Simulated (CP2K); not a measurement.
The system is MgTe.

```xyz
2
Lattice="4.5707 0.0000 0.0000 2.2854 3.9584 0.0000 2.2854 1.3195 3.7320" Properties=species:S:1:pos:R:3 pbc="T T T"
Te    2.2854    1.3195    0.9330
Mg    0.0000    0.0000    0.0000
```

The cell comes from a database or a generator and needn't be the stable form of this composition.

Base run:

| Quantity | Value |
| --- | --- |
| Program | CP2K 2026.2 |
| Functional | PBE |
| Potentials or basis | POTENTIAL_UZH Te GTH-PBE-q6, Mg GTH-PBE-q10; TZVP-MOLOPT-PBE-GTH basis |
| Density cutoff | 19048 eV |
| k mesh | 7 × 7 × 7 |
| Occupations | gaussian, width 0.05 eV |
| Spin | no spin polarisation |

Its results: band gap on the k mesh 2.24 eV, direct; pressure 1.6 GPa.

Q: The run is repeated on the same cell with these changes: functional from PBE to PBEsol; occupations from gaussian, width 0.05 eV to gaussian, width 0.02 eV. What comes out?

A: Band gap on the k mesh 2.10 eV, direct; pressure 0.9 GPa.

Caveats: spin-orbit coupling is left out, which moves the levels of the heavy elements; the basis of atomic orbitals isn't converged, which shifts pressures, moduli and gaps; the potentials were made for another functional, which shifts forces and pressure (some runs).

